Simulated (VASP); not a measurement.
Crystal: CdO (Monteponite).

```xyz
2
Lattice="0.0000 2.3495 2.3495 2.3495 0.0000 2.3495 2.3495 2.3495 0.0000" Properties=species:S:1:pos:R:3 pbc="T T T"
Cd    0.0000    0.0000    0.0000
O     2.3495    2.3495    2.3495
```

```yaml
Program: VASP 6.6.1
Task: relaxation of cell and atoms
Functional: PBE
Dispersion: TS
Potentials_or_basis: VASP PAW PBE potentials, release 64 (Cd, O)
Cutoff: 600 eV
k_mesh: 10 × 10 × 10
Occupations: fermi-dirac, width 0.05 eV
Spin: no spin polarisation
```

At the start: pressure 4.0 GPa; volume 12.97 Å³/atom.

Task: Where does the relaxation end?

Result: Over 4 steps the energy falls by 4.8 meV/atom and the volume is 13.35 Å³/atom (+2.9 %); space group Fm-3m (No. 225, to 0.05 Å).

Step by step:
| step | energy change (eV) | largest force (eV/Å) | pressure (GPa) | volume (Å³) |
| --- | --- | --- | --- | --- |
| 1 | 0.0000 | 0.0000 | 3.97 | 25.94 |
| 2 | -0.0069 | 0.0000 | -2.11 | 27.16 |
| 3 | -0.0097 | 0.0000 | -0.14 | 26.73 |
| 4 | -0.0096 | 0.0000 | 0.02 | 26.70 |

Final structure:
```
Cd O
1.0
     0.00000    2.37230    2.37230
     2.37230    0.00000    2.37230
     2.37230    2.37230    0.00000
Cd O
1 1
Direct
  0.00000 0.00000 0.00000
  0.50000 0.50000 0.50000
```

Caveat: atom-pairwise D2, TS and ULG terms overbind metals; pairwise dispersion overbinds metals, which lowers pressure and volume.
